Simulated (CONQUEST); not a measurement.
GaN:

```
Ga N
1.0
     3.18000    0.00000    0.00000
     0.00000    5.16600    0.00000
     0.00000    0.00000    5.50792
Ga N
4 4
Cartesian
  0.0000 2.5830 1.8360
  1.5900 2.5830 4.5899
  0.0000 0.0000 3.6719
  1.5900 0.0000 0.9180
  0.0000 4.5203 1.8360
  1.5900 4.5203 4.5899
  0.0000 1.9373 3.6719
  1.5900 1.9373 0.9180
```

Base run:

```yaml
Program: CONQUEST 1.3
Functional: PBE
Potentials_or_basis: PseudoDojo NC PBE, SZ, grid cutoff 150 Ha
k_mesh: 5 × 4 × 3
Occupations: fermi-dirac, width 0.05 eV
Spin: no spin polarisation
```

Its results: band gap on the k mesh 2.06 eV; pressure 18.1 GPa; largest force 0.126 eV/Å.

**Question.** The run is repeated on the same cell with these changes: potentials or basis from PseudoDojo NC PBE, SZ, grid cutoff 150 Ha to PseudoDojo NC PBE, DZ, grid cutoff 150 Ha. What comes out?

**Answer.** Band gap on the k mesh 2.05 eV; pressure 12.7 GPa; largest force 0.150 eV/Å.

Caveats: the atomic basis is small; the basis of atomic orbitals isn't converged, which shifts pressures, moduli and gaps; the box holds several primitive cells, so bands are folded and the points are those of the box's own zone (some runs); so large a pressure means that the cell lies far from this level's equilibrium, or that cutoff or potentials fall short (some runs); an odd mesh through Γ misses points on the zone boundary, where band edges often lie (some runs).
